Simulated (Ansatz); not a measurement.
# PbS (R3m) in Ansatz: relaxation of cell and atoms with HF

Aim: the relaxation of cell and atoms of PbS with HF.

All numbers are computed with Ansatz 0.2.0; they aren't measurements. Logs are shortened: lines on timing, memory, paths and dates and some standing lists are left out, and cuts for length are marked.

## 1. Starting point

It takes space group R3m (No. 160, trigonal). Conventional cell: a = 4.225 Å, b = 4.225 Å, c = 10.356 Å, α = 90.00°, β = 90.00°, γ = 120.00°. Pb (site symmetry 3m) has 6 S at 2.96 to 3.02 Å as nearest neighbours. Around S (site symmetry 3m) lie 6 Pb at 2.96 to 3.02 Å.

The cell is a database's computed one.

## 2. Relaxation of cell and atoms, HF

Input file input.yaml:

```yaml
crystal:
  lattice:
    - [2.1126617058, 1.2197458045, 3.4519162518]
    - [-2.1126617058, 1.2197458045, 3.4519162518]
    - [0.0, -2.4394916091, 3.4519162518]
  atoms:
    - { symbol: Pb, position: [0.98056578, 0.98056578, 0.98056578] }
    - { symbol: S, position: [0.47503555, 0.47503555, 0.47503555] }
hamiltonian:
  xc: hf
  pseudopotentials: { kind: paw }
kpoints:
  mp_grid: { grid: [4, 4, 4] }
scf:
  occupations: { method: fermi_dirac, width: 0.05 }
output:
  forces: true
  stress: true
  eigenvalues: true
relax:
  f_tol: 0.01
  max_steps: 40
  cell: { stress_tol: 0.05 }
```

Potentials or basis: Ansatz PAW.

On the command line:

```console
$ ansatz run input.yaml --threads 2 --pin off --max-ram 5632MiB --backend cpu --events-out ev --progress --plain --runs-dir out
```

Log:

```text
Warning: RAYON_NUM_THREADS=2 ignored (pool sized by the plan → 2); use --threads N
Engine: ansatz 0.2.0, x86_64-unknown-linux-gnu
Pseudopotentials: kind: paw
Pseudopotential: Pb, paw, valence charge 14, recommended cutoff 420 eV (normal), Pb.paw.azcp
Pseudopotential: S, paw, valence charge 6, recommended cutoff 420 eV (normal), S.paw.azcp
Functional definition: HF
  exchange = exact_x
  correlation = 0
Crystal: 2 atoms, lattice volume = 53.372 Å³
Basis set: ecut = 420 eV, 1037 PW (Γ)
Bands: 14, of which v1, the nominal top of the filled ones, is band 10 counted from 1 (9 counted from 0)
Symmetry: 6 space group operations
Space group: R3m (ITA 160), of the structure as read, at distance tolerance 3.8e-5 Å
k-points: 13 of 64 (time reversal used)
Non-local potential: Pb, projectors of the file, l = 0: 2, l = 1: 2, l = 2: 2, l = 3: 2
Non-local potential: S, projectors of the file, l = 0: 2, l = 1: 2, l = 2: 2
PAW form: soft (Blöchl's): semilocal exchange-correlation on the pseudo side does not see the compensation charge
PAW frozen core: Pb, regenerated for the run's functional, and the local potential with it (the file was generated under x = pbe(κ = 0.804, μ = 0.2195149727645171), c = pbe(β = 0.06672455060314922))
PAW frozen core: S, regenerated for the run's functional, and the local potential with it (the file was generated under x = pbe(κ = 0.804, μ = 0.2195149727645171), c = pbe(β = 0.06672455060314922))
PAW one-centre angular grid: Pb, 590 points (default); XC on 64 Gauss nodes
PAW one-centre angular grid: S, 110 points (default); XC on 64 Gauss nodes
Initial density: superposition of atomic densities (neutral atoms: chi_scale 0, normalization atom), corrected by the library's trained network
Initial wavefunctions: pseudopotential atomic-orbital guess
Functional: x = pbe(κ = 0.804, μ = 0.2195149727645171), c = none, warm-up for x = 0 pbe(κ = 0.804, μ = 0.2195149727645171) + 1 exact, c = none
SCF iter   1: F=—  HF=-12654.994454 eV  |F-HF|=—  |Δ(HF+E_count)|=         —  Δρ=6.30e-3  dr2=3.12e-2  ethr=1.77e-3  ⟨swp⟩=10.4  Hψ=833  notcnv=0
preconditioner: auto → none  [insulator: Δε(μ)=0.644 eV  Ē_g=15.415 eV  σ=0.050 eV  W_gap=1.00  n_scr=14 (ndim 8)  ℏωp=22.7 eV  f_vac=0.001  D(μ)=0.01/eV (n_scr^D=0)]
SCF iter   2: F=—  HF=-12654.987669 eV  |F-HF|=—  |Δ(HF+E_count)|=   6.79e-3  Δρ=2.18e-3  dr2=4.64e-3  ethr=1.56e-4  ⟨swp⟩=3.5  Hψ=391  notcnv=0  defer=8
iter 3 solved again at ethr=3.19e-7 eV; its pass at ethr=2.32e-5 eV (dr2=6.38e-5 eV) is discarded
SCF iter   3: F=—  HF=-12654.987123 eV  |F-HF|=—  |Δ(HF+E_count)|=   5.45e-4  Δρ=4.64e-4  dr2=6.57e-5  ethr=3.19e-7  ⟨swp⟩=3.9  Hψ=849  notcnv=0
SCF iter   4: F=—  HF=-12654.987147 eV  |F-HF|=—  |Δ(HF+E_count)|=   2.35e-5  Δρ=1.11e-4  dr2=4.70e-6  ethr=3.19e-7  ⟨swp⟩=2.5  Hψ=322  notcnv=0
SCF iter   5: F=—  HF=-12654.987150 eV  |F-HF|=—  |Δ(HF+E_count)|=   3.45e-6  Δρ=1.46e-5  dr2=8.34e-8  ethr=2.35e-8  ⟨swp⟩=4.0  Hψ=412  notcnv=0
SCF iter   6: F=—  HF=-12654.987150 eV  |F-HF|=—  |Δ(HF+E_count)|=   3.83e-8  Δρ=4.67e-6  dr2=1.02e-8  ethr=4.17e-10  ⟨swp⟩=4.2  Hψ=482  notcnv=0
SCF iter   7: F=—  HF=-12654.987150 eV  |F-HF|=—  |Δ(HF+E_count)|=   6.43e-9  Δρ=1.80e-6  dr2=1.54e-9  ethr=5.12e-11  ⟨swp⟩=3.2  Hψ=416  notcnv=0
SCF iter   8: F=—  HF=-12654.987150 eV  |F-HF|=—  |Δ(HF+E_count)|=  4.09e-10  Δρ=2.83e-7  dr2=2.12e-11  ethr=7.69e-12  ⟨swp⟩=3.4  Hψ=397  notcnv=0
SCF iter   9: F=-12654.987150 eV  HF=-12654.987150 eV  |F-HF|=7.28e-12  |Δ(HF+E_count)|=  1.64e-11  Δρ=1.20e-7  dr2=8.48e-12  ethr=1.00e-12  ⟨swp⟩=4.2  Hψ=374  notcnv=0
SCF 1 converged in 9 iterations: F = -12654.987150 eV  dr2 = 8.48e-12
Initial density: handed on by an earlier stage of this run
Initial wavefunctions: those handed on with the density
Functional: x = 0 pbe(κ = 0.804, μ = 0.2195149727645171) + 1 exact, c = none
Frozen-core exchange: fock
iter 1 solved again at ethr=4.23e-4 eV; its pass at ethr=1.00e-1 eV (dr2=8.45e-2 eV) is discarded
SCF iter   1: F=—  HF=-12660.355760 eV  |F-HF|=—  |Δ(HF+E_count)|=         —  Δρ=1.55e-2  dr2=9.70e-2  ethr=4.23e-4  ⟨swp⟩=4.9  Hψ=1040  notcnv=0
preconditioner: auto → none  [insulator: Δε(μ)=4.757 eV  Ē_g=15.568 eV  σ=0.050 eV  W_gap=1.00  n_scr=14 (ndim 8)  ℏωp=14.4 eV  f_vac=0.005  D(μ)=0.00/eV (n_scr^D=0)]
SCF iter   2: F=—  HF=-12660.304283 eV  |F-HF|=—  |Δ(HF+E_count)|=   5.15e-2  Δρ=5.29e-3  dr2=1.09e-1  ethr=4.23e-4  ⟨swp⟩=3.0  Hψ=407  notcnv=0
SCF iter   3: F=—  HF=-12660.297731 eV  |F-HF|=—  |Δ(HF+E_count)|=   6.55e-3  Δρ=5.02e-4  dr2=9.30e-2  ethr=4.94e-5  ⟨swp⟩=3.4  Hψ=493  notcnv=0
SCF iter   4: F=—  HF=-12660.507156 eV  |F-HF|=—  |Δ(HF+E_count)|=   2.09e-1  Δρ=3.50e-3  dr2=4.96e-2  ethr=5.97e-7  ⟨swp⟩=5.0  Hψ=733  notcnv=0
SCF iter   5: F=—  HF=-12660.552899 eV  |F-HF|=—  |Δ(HF+E_count)|=   4.57e-2  Δρ=1.41e-3  dr2=1.68e-2  ethr=5.97e-7  ⟨swp⟩=4.6  Hψ=685  notcnv=0
[... 699 lines left out ...]
SCF iter   5: F=—  HF=-12660.754729 eV  |F-HF|=—  |Δ(HF+E_count)|=   4.92e-3  Δρ=6.75e-4  dr2=4.90e-4  ethr=8.87e-8  ⟨swp⟩=5.0  Hψ=685  notcnv=0
SCF iter   6: F=—  HF=-12660.754448 eV  |F-HF|=—  |Δ(HF+E_count)|=   2.80e-4  Δρ=5.00e-5  dr2=1.37e-4  ethr=8.87e-8  ⟨swp⟩=4.8  Hψ=582  notcnv=0
Mixer restart at iter 6: flushing history
SCF iter   7: F=—  HF=-12660.754942 eV  |F-HF|=—  |Δ(HF+E_count)|=   4.93e-4  Δρ=1.92e-4  dr2=7.64e-5  ethr=4.84e-9  ⟨swp⟩=5.0  Hψ=702  notcnv=0
SCF iter   8: F=-12660.754994 eV  HF=-12660.755010 eV  |F-HF|=1.61e-5  |Δ(HF+E_count)|=   6.80e-5  Δρ=1.32e-4  dr2=2.56e-5  ethr=4.84e-9  ⟨swp⟩=5.0  Hψ=614  notcnv=0
SCF 70 stopped early in 8 iterations: F = -12660.754994 eV  dr2 = 2.56e-5
  Residual-converged pass: ⟨swp⟩=3.0  Hψ=350  notcnv=0  max |occ|·‖R‖ = 6.4e-6 eV (tolerance 6.7e-6 eV)  dr2=2.56e-5  dr2_onsite=1.67e-6  max |Δocc| = 0.0e0
hybrid outer 1: dexx = +1.105e-1 eV, tail = 2.76e-3 eV
[... 103 lines left out ...]
hybrid outer 1: dexx = +2.014e-6 eV, tail = 8.29e-8 eV
Frozen-core exchange: fock
SCF iter   1: F=—  HF=-12660.760471 eV  |F-HF|=—  |Δ(HF+E_count)|=         —  Δρ=1.09e-6  dr2=2.81e-10  ethr=2.07e-9  ⟨swp⟩=9.5  Hψ=600  notcnv=0
preconditioner: auto → none  [insulator: Δε(μ)=6.517 eV  Ē_g=15.045 eV  σ=0.050 eV  W_gap=1.00  n_scr=14 (ndim 8)  ℏωp=13.1 eV  f_vac=0.028  D(μ)=0.00/eV (n_scr^D=0)]
SCF iter   2: F=-12660.760471 eV  HF=-12660.760471 eV  |F-HF|=5.28e-11  |Δ(HF+E_count)|=  5.37e-10  Δρ=6.23e-7  dr2=7.01e-11  ethr=1.00e-12  ⟨swp⟩=4.2  Hψ=525  notcnv=0
SCF 81 stopped early in 2 iterations: F = -12660.760471 eV  dr2 = 7.01e-11
  Residual-converged pass: ⟨swp⟩=2.9  Hψ=349  notcnv=0  max |occ|·‖R‖ = 1.9e-7 eV (tolerance 2.0e-7 eV)  dr2=7.01e-11  dr2_onsite=9.93e-12  max |Δocc| = 0.0e0
hybrid outer 2: dexx = +1.300e-9 eV, tail = 2.43e-10 eV, Δε = 3.83e-5 eV (about 3.78e-6 eV left of the loop's levels), ΔF = 7.27e-4 eV/Å (tail 1.36e-3)
Frozen-core exchange: fock
SCF iter   1: F=—  HF=-12660.760471 eV  |F-HF|=—  |Δ(HF+E_count)|=         —  Δρ=1.32e-7  dr2=5.59e-12  ethr=6.08e-12  ⟨swp⟩=9.5  Hψ=584  notcnv=0
preconditioner: auto → none  [insulator: Δε(μ)=6.517 eV  Ē_g=15.042 eV  σ=0.050 eV  W_gap=1.00  n_scr=14 (ndim 8)  ℏωp=13.1 eV  f_vac=0.028  D(μ)=0.00/eV (n_scr^D=0)]
SCF iter   2: F=-12660.760471 eV  HF=-12660.760471 eV  |F-HF|=1.82e-12  |Δ(HF+E_count)|=  3.64e-12  Δρ=6.97e-8  dr2=1.77e-12  ethr=1.00e-12  ⟨swp⟩=2.8  Hψ=324  notcnv=0
SCF 82 converged in 2 iterations: F = -12660.760471 eV  dr2 = 1.77e-12
  Residual-converged pass: ⟨swp⟩=4.0  Hψ=522  notcnv=0  max |occ|·‖R‖ = 8.8e-9 eV (tolerance 1.0e-8 eV)  dr2=2.06e-12  dr2_onsite=2.75e-13  max |Δocc| = 0.0e0
hybrid outer 3: dexx = +9.265e-12 eV, tail = 4.43e-12 eV, Δε = 5.52e-6 eV (about 1.44e-6 eV left of the loop's levels), ΔF = 5.24e-5 eV/Å (tail 9.80e-5)
relax step  15: F+E_penalty+E_count = -12660.76047111 eV  Δ(F+E_penalty+E_count) = -2.095e-4 eV  max|allowed force component| = 1.655e-3 eV/Å  Δτ_max = 0.0000 Å  P = -0.000 GPa  Ω = 64.143 Å³  stress off target by 1.14e-2 GPa  SCF on the basis re-selected at this cell (its energy is not comparable with the rows above)  (12 SCF iters)
basis re-selected at this cell: Δ(F+E_penalty+E_count) = -2.095e-4 eV, ΔP = -0.000 GPa vs the last step (what re-selecting the basis moved, of the pressure what is left beyond the Pulay correction that the steps carried, after the strain that the cell walked since its last selection, with what the two solves' SCF thresholds leave and, on support functions, any second-order correction that the steps lacked; it is no measure of the basis error at this ecutwfc). This SCF's stress stands 1.14e-2 GPa from its target on what of the cell is left free (relax.cell.stress_tol is 5.00e-2 GPa) and its largest allowed force component is 1.65e-3 eV/Å (relax.f_tol is 1.00e-2 eV/Å): within both
hybrid SCF converged: 3 outer / 12 inner (+0 warm-up), last move |dexx| = 9.27e-12 eV, tail = 4.43e-12 eV
Stability not checked: this state was not tested for a lower state beside it, because the functional holds exact exchange (a hybrid, or Hartree-Fock), whose exchange loop this test does not read (fock_operator; see scf.lower_state_search)
Free energy (F): -12660.760471 eV
Frozen-core exchange: fock
Harris-Foulkes:  -12660.760471 eV  (|F-HF|=1.82e-12)
Internal energy: -12660.760471 eV  (E = F + TS)
E sigma→0 (E₀):  -12660.760471 eV
Fermi energy:    6.887916 eV
--- Per-component energies (eV) ---
  E_band       = -226.528807
  E_kinetic    = 389.538150
  E_local      = -1408.802930  (includes V_loc(G=0)·N_el)
  E_nonlocal   = 372.944831
  E_hartree    = 552.237366
  E_xc         = 0.000000
  E_vxc        = 0.000000  (∫ρ·V_xc dr)
  E_exx        = -203.446871  (= α·E_x^exact, valence–valence)
  E_paw        = -10972.545208  (= ΣΔE_a)
  E_vpaw       = -277.789935  (= ΣTr[D̂ρ^β])
  E_aug_tail   = 0.000055  (compensation charges beyond the density's cutoff)
  E_ewald      = -1391.949720
  E_core_change = 1.263855  (= ΣΔE_core)
  E_smearing   = -0.000000  (= −TS)
  E_closure    = -0.000001  (closes the sum)
  Σ components = -12660.760471   (vs F -12660.760471, Δ=-1.82e-12)
--- Forces (eV/Å), atoms counted from 1 ---
  atom   1  Pb    -0.00000000     0.00000000    -0.00165800
  atom   2  S     -0.00000000    -0.00000000     0.00165120
  max |Σ_I F_I| component: 6.80e-6 eV/Å
--- Stress (GPa, compression-positive) ---
       -0.006282       0.000000      -0.000000
        0.000000      -0.006282      -0.000000
       -0.000000      -0.000000       0.011440
  P = ⅓ Tr σ = -0.0004 GPa (-0.004 kbar)
--- Band table (eV; the first three rows and the last of 13) ---
  k-point 0: bands = ["-19.4179", "-19.4179", "-19.3662", "-19.3432", "-19.3432", "-14.2814", "-3.6946", "1.2104", "1.3045", "1.3045", "13.0096", "14.6584", "14.6584", "18.0200"]
  k-point 1: bands = ["-19.4547", "-19.4104", "-19.3500", "-19.3458", "-19.3387", "-13.7591", "-5.1694", "0.8006", "1.0728", "2.5604", "11.6029", "13.3219", "13.7694", "16.7496"]
  k-point 2: bands = ["-19.4881", "-19.4088", "-19.3541", "-19.3307", "-19.3280", "-13.0888", "-6.5887", "0.7159", "0.8577", "3.4067", "10.1731", "12.2087", "12.9705", "18.2667"]
  k-point 12: bands = ["-19.4286", "-19.4286", "-19.3651", "-19.3352", "-19.3352", "-13.7110", "-6.1441", "1.4554", "1.4554", "3.6562", "10.6521", "12.7664", "12.7664", "18.0893"]
--- Relaxed structure (13 steps of the walk, 12 accepted, 2 SCFs on fresh bases) ---
  F+E_penalty+E_count = -12660.76047111 eV   max|allowed force component| = 1.655e-3 eV/Å   (the final SCF, on the basis selected at the relaxed cell)
  cell:  # Å, volume = 64.1427 Å³
    - [2.145413435641511, 1.2386550245712429, 4.022857973949277]
    - [-2.145413435641511, 1.2386550245712429, 4.022857973949277]
    - [-1.0096415733902104e-33, -2.4773100492007556, 4.022857973931336]
  atoms:
    - { symbol: Pb, position: [1.0045180901226662, 1.0045180901226662, 1.0045180901226662] }
    - { symbol: S, position: [0.45108323987733395, 0.45108323987733395, 0.45108323987733395] }
```

Run time: 5 min. Hardware: 2 threads of AMD EPYC 7R32 (Zen 2), shared host; peak memory 0.98 GiB.

Results:

```yaml
Free_energy: -12660.7605 eV
Relaxed_volume: 32.07 Å³/atom
Relaxed_cell: a = 4.724 Å, b = 4.724 Å, c = 4.724 Å, α = 54.02°, β = 54.02°, γ = 54.02°
Space_group_after_relaxing_to_0.05_Å: R3m (No. 160)
Energy_gained_by_relaxing: 92.9 meV/atom
Ionic_steps: 14
Pressure_after_relaxing: 0.0 GPa
Band_gap_on_the_k_mesh: 6.52 eV, indirect (least direct gap 6.77 eV)
```

Step by step:
```tsv
step	energy change (eV)	largest force (eV/Å)	volume (Å³)
1	0.0000	0.0206	53.37
2	-0.0937	0.0968	61.49
3	-0.1074	0.0932	59.65
4	-0.1103	0.1084	59.15
5	-0.1198	0.0789	57.54
6	-0.1523	0.0824	59.47
7	-0.1742	0.0818	61.88
8	-0.1787	0.0306	63.04
9	-0.1791	0.0005	63.48
10	-0.1791	0.0011	63.59
11	-0.1854	0.0001	63.59
12	-0.1857	0.0020	63.98
13	-0.1857	0.0019	64.14
14	-0.1859	0.0017	64.14
```

Final structure:
```cif
data_structure
_symmetry_space_group_name_H-M 'P 1'
_symmetry_Int_Tables_number 1
_cell_length_a 4.7245
_cell_length_b 4.7245
_cell_length_c 4.7245
_cell_angle_alpha 54.015
_cell_angle_beta 54.015
_cell_angle_gamma 54.015
_cell_volume 64.14
loop_
_atom_site_label
_atom_site_type_symbol
_atom_site_fract_x
_atom_site_fract_y
_atom_site_fract_z
_atom_site_occupancy
Pb1 Pb 0.00452 0.00452 0.00452 1
S1 S 0.45108 0.45108 0.45108 1
```

Levels at points of the mesh, in eV from the valence-band top:
```tsv
k point	band 8	band 9	band 10	band 11	band 12	band 13
(0.00, 0.00, 0.00)	-2.45	-2.35	-2.35	9.35	11.00	11.00
(0.00, 0.00, -0.50)	-2.94	-2.80	-0.25	6.52	8.55	9.31
(0.00, -0.50, -0.50)	-4.90	-3.59	-3.25	9.01	11.72	12.18
(-0.50, -0.50, -0.50)	-2.20	-2.20	0.00	7.00	9.11	9.11
```

Caveat: the k mesh is coarse (spacing up to 0.46 Å⁻¹), so the values aren't converged, least of all with exact exchange; the volume moved by over 15 % at a fixed basis, so the end points are rough; the plane-wave basis is chosen anew once the cell has moved, so the energies of steps on either side of that aren't comparable; spin-orbit coupling is left out, which as a rule narrows the gap of such compounds by several tenths of an eV; the PAW data sets come from PBE, with cores solved anew for the run's functional, which leaves a small shift of forces and pressure. A k mesh can miss the band edges.
